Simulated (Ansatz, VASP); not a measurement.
## TiB4 in VASP and in Ansatz

The input INCAR:

```
ALGO = Normal
EDIFF = 1E-6
ENCUT = 520
GGA = PE
ISIF = 2
ISMEAR = 0
LASPH = T
LCHARG = F
LREAL = F
LWAVE = F
NBANDS = 20
NELM = 100
PREC = Accurate
SIGMA = 0.1
```

Contents of KPOINTS:

```
k-points
0
Gamma
  6 6 4
```

Contents of POSCAR:

```
TiB4
1.0
    3.0821911600      0.0000000000      0.0000000000
   -1.5410955800      2.6692558400      0.0000000000
    0.0000000000      0.0000000000      5.2816559700
Ti B
1 4
Direct
    0.0000000000      0.0000000000      0.0000000000
    0.6666666700      0.3333333300      0.3928130800
    0.6666666700      0.3333333300      0.6071869200
    0.0000000000      0.0000000000      0.7203716300
    0.0000000000      0.0000000000      0.2796283700
```

Input for Ansatz:

```yaml
crystal:
  lattice:
    - [3.08219116, 0.0, 0.0]
    - [-1.54109558, 2.66925584, 0.0]
    - [0.0, 0.0, 5.28165597]
  atoms:
    - { symbol: Ti, position: [0.0, 0.0, 0.0] }
    - { symbol: B, position: [0.66666667, 0.33333333, 0.39281308] }
    - { symbol: B, position: [0.66666667, 0.33333333, 0.60718692] }
    - { symbol: B, position: [0.0, 0.0, 0.72037163] }
    - { symbol: B, position: [0.0, 0.0, 0.27962837] }
basis:
  ecutwfc: 420
kpoints:
  mp_grid: { grid: [6, 6, 4] }
hamiltonian:
  xc: pbe
scf:
  occupations: { method: gaussian, width: 0.1 }
  lower_state_search: "off"
output:
  forces: true
  stress: true
  eigenvalues: true
```

Alike in both runs: task single point; functional PBE; k mesh 6 × 6 × 4; occupations gaussian, width 0.1 eV; no spin polarisation.

|  | VASP | Ansatz |
| --- | --- | --- |
| version | VASP 6.6.1 | Ansatz 0.2.0 |
| potentials or method | VASP PAW PBE potentials, release 64 (Ti_sv, B) | scalar-relativistic, plane waves, PAW |
| plane-wave cutoff (eV) | 520 | 420 |
| valence electrons in the cell | 24 | 24 |

|  | VASP | Ansatz | Ansatz less VASP |
| --- | --- | --- | --- |
| gap on the k mesh at the Fermi level (eV) | none | none | - |
| rms of the force components (eV/Å) | 15.070 | 14.824 | -0.2455 |

Atom by atom the forces differ by 0.248 eV/Å (rms over components). A gap of «none» marks a metal or a gap that the smearing closes.

Caveats: the k mesh is coarse (spacing up to 0.39 Å⁻¹), so the values aren't converged; forces of over 1 eV/Å show positions far from the minimum, so gaps and moduli don't describe the material at rest.
